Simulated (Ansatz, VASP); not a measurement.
# RbBr: VASP beside Ansatz

INCAR

```
SYSTEM = RbBr
PREC     = Accurate       ! precision mode
ENCUT    = 520            ! plane-wave cutoff, eV
EDIFF    = 1E-6           ! SCF threshold, eV
ISMEAR   = 0              ! smearing method
SIGMA    = 0.05           ! smearing width, eV
LREAL    = .False.        ! projectors in reciprocal space
LASPH    = .True.         ! aspherical terms in the spheres
NELM     = 80             ! most SCF steps
ALGO     = Normal         ! electronic algorithm
ISIF     = 2              ! what is computed and relaxed
LWAVE    = .False.        ! write WAVECAR
LCHARG   = .True.         ! write CHGCAR
GGA      = PS             ! functional
LELF     = .True.         ! ELF
LVHAR    = .True.       
NBANDS   = 15             ! bands
```

File KPOINTS:

```
regular mesh
0
Gamma
  6 6 6
  0 0 0
```

The input POSCAR:

```
RbBr
1.0
    4.2329756082      0.0000000000      0.0000000000
    0.0000000000      4.2329756082      0.0000000000
    0.0000000000      0.0000000000      4.0701688540
Rb Br
1 1
Direct
   -0.0198457406      0.0000000000      0.0000000000
    0.5212276205      0.5000000000      0.5000000000
```

Input for Ansatz:

```yaml
crystal:
  lattice:
    - [4.2329756082, 0.0, 0.0]
    - [0.0, 4.2329756082, 0.0]
    - [0.0, 0.0, 4.070168854]
  atoms:
    - { symbol: Rb, position: [-0.0198457406, 0.0, 0.0] }
    - { symbol: Br, position: [0.5212276205, 0.5, 0.5] }
basis:
  ecutwfc: 420
kpoints:
  mp_grid: { grid: [6, 6, 6] }
hamiltonian:
  xc: pbesol
scf:
  occupations: { method: gaussian, width: 0.05 }
output:
  forces: true
  stress: true
  eigenvalues: true
```

Change from the starting cell: mode 4 frozen in at -0.086 Å, equal normal strain along x and y +0.0400.

Alike in both runs: task single point; functional PBEsol; k mesh 6 × 6 × 6; occupations gaussian, width 0.05 eV; no spin polarisation.

|  | VASP | Ansatz |
| --- | --- | --- |
| version | VASP 6.6.1 | Ansatz 0.2.0 |
| potentials or method | VASP PAW PBE potentials, release 64 (Rb_sv, Br) | scalar-relativistic, plane waves, PAW |
| plane-wave cutoff (eV) | 520 | 420 |
| valence electrons in the cell | 16 | 16 |

```csv
,VASP,Ansatz,Ansatz less VASP
gap on the k mesh at the Fermi level (eV),3.68,3.68,+0.001
least direct gap on the mesh (eV),3.81,3.81,0.000
pressure (GPa),-0.9,-0.9,-0.03
largest component of the traceless stress (GPa),0.74,0.73,-0.001
rms of the force components (eV/Å),0.050,0.049,-0.0011
```

Atom by atom the forces differ by 0.001 eV/Å (rms over components).

Caveats: the PAW data sets were made with another functional, which shifts forces and pressure a little (VASP). A k mesh can miss the band edges.
